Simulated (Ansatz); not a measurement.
# MgS: the cost of one run

The runs shown are made with Ansatz 0.2.0. PAW datasets, plane waves. Note: simulated data, non-magnetic, for a generated structure that need not be the stable one.

**1. Starting point**

The unstrained cell was relaxed with r2SCAN; in each strained cell the atoms were relaxed again with r2SCAN. Names of k-points are those of the unstrained zone, where strain can split equivalent points. First state: no strain.

Space group P6_3mc (No. 186), hexagonal; a = 4.029 Å, c = 6.454 Å in the conventional setting, 22.68 Å³ an atom. Around Mg lie 4 S at 2.45–2.46 Å; around S lie 4 Mg at 2.45–2.46 Å.

As a file:

```cif
data_structure
_symmetry_space_group_name_H-M 'P 1'
_symmetry_Int_Tables_number 1
_cell_length_a 4.0286
_cell_length_b 4.0286
_cell_length_c 6.4544
_cell_angle_alpha 90.000
_cell_angle_beta 90.000
_cell_angle_gamma 120.000
_cell_volume 90.72
loop_
_atom_site_label
_atom_site_type_symbol
_atom_site_fract_x
_atom_site_fract_y
_atom_site_fract_z
_atom_site_occupancy
Mg1 Mg 0.33333 0.66667 0.99713 1
Mg2 Mg 0.66667 0.33333 0.49713 1
S1 S 0.33333 0.66667 0.37787 1
S2 S 0.66667 0.33333 0.87787 1
```

**2. No strain: PBE**

File input.yaml:

```yaml
crystal:
  lattice:
    - [4.0286256282, 0.0, 0.0]
    - [-2.0143128141, 3.4888921364, 0.0]
    - [0.0, 0.0, 6.4543928025]
  atoms:
    - { symbol: Mg, position: [0.3333333333, 0.6666666667, -0.0028727188] }
    - { symbol: Mg, position: [0.6666666667, 0.3333333333, 0.4971272812] }
    - { symbol: S, position: [0.3333333333, 0.6666666667, 0.3778727188] }
    - { symbol: S, position: [0.6666666667, 0.3333333333, 0.8778727188] }
kpoints:
  mp_grid: { grid: [12, 12, 4] }
  band_path:
    path:
      - [0.0, 0.0, 0.0]
      - [0.5, 0.0, 0.0]
      - [0.3333333333, 0.3333333333, 0.0]
      - [0.0, 0.0, 0.5]
      - [0.5, 0.0, 0.5]
      - [0.3333333333, 0.3333333333, 0.5]
    npoints: 1
hamiltonian:
  xc: pbe
scf:
  occupations: { method: fermi_dirac, width: 0.02 }
  n_extra_bands: 5
output:
  forces: true
  stress: true
  eigenvalues: true
```

Run with:

```
$ ansatz run input.yaml --threads 2 --pin off --max-ram 2211MiB --backend cpu --events-out ev --progress --plain --runs-dir out
```

Q: Estimate wall time and peak memory on 2 threads of Arm Neoverse V2, shared host.

About 4.8 s, with a peak of 0.4 GiB.
